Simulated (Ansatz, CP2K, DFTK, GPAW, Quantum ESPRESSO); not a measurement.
**WC: programs and potentials compared**

```
CELL_PARAMETERS angstrom
2.90650 0.00000 0.00000
-1.45325 2.51710 0.00000
0.00000 0.00000 2.83660
ATOMIC_POSITIONS crystal
W 0.00000 0.00000 0.00000
C 0.66667 0.33333 0.50000
```

Alike in all runs: task band structure; functional PBEsol; k mesh 10 × 10 × 9; occupations fermi-dirac, width 0.05 eV; no spin polarisation; no spin-orbit coupling. Pressure is positive in compression and, in plane waves, holds the error of the finite cutoff, which Ansatz's Pulay term estimates and takes out.

| program and potentials | plane-wave cutoff (eV) | notes | pressure (GPa) |
| --- | --- | --- | --- |
| DFTK, SG15 1.2 (PBE) | 1225 | potentials made for PBE; 16 valence electrons an atom on average | -5.43 |
| Ansatz, PAW datasets made for the crystal | 340 | 9 valence electrons an atom on average | -3.43 |
| CP2K, POTENTIAL_UZH W GTH-PBE-q14, C GTH-PBE-q4; TZVP-MOLOPT-PBE-GTH basis | - | atomic basis; potentials made for PBE; 9 valence electrons an atom on average | -4.00 |
| GPAW, PAW data sets generated for this functional | 800 | 9 valence electrons an atom on average | -3.98 |
| Quantum ESPRESSO, PseudoDojo 0.4.1 SR PBEsol standard | 1116 | 9 valence electrons an atom on average | -3.15 |
| Ansatz, all-electron LAPW, scalar-relativistic | - | - | -3.43 |
| Quantum ESPRESSO, GBRV 1.5 PBEsol | 762 | 9 valence electrons an atom on average | -2.60 |

The pressure spans -5.43 (DFTK, SG15 1.2 (PBE)) to -2.60 GPa (Quantum ESPRESSO, GBRV 1.5 PBEsol), with all-electron results at -3.43. Rows in atomic bases carry the error of their basis and grid, which can be large.

Differences between rows come from potentials, basis sets and numerical settings, since the functional is the same but for its coding. Runs on potential files found faulty are left out.
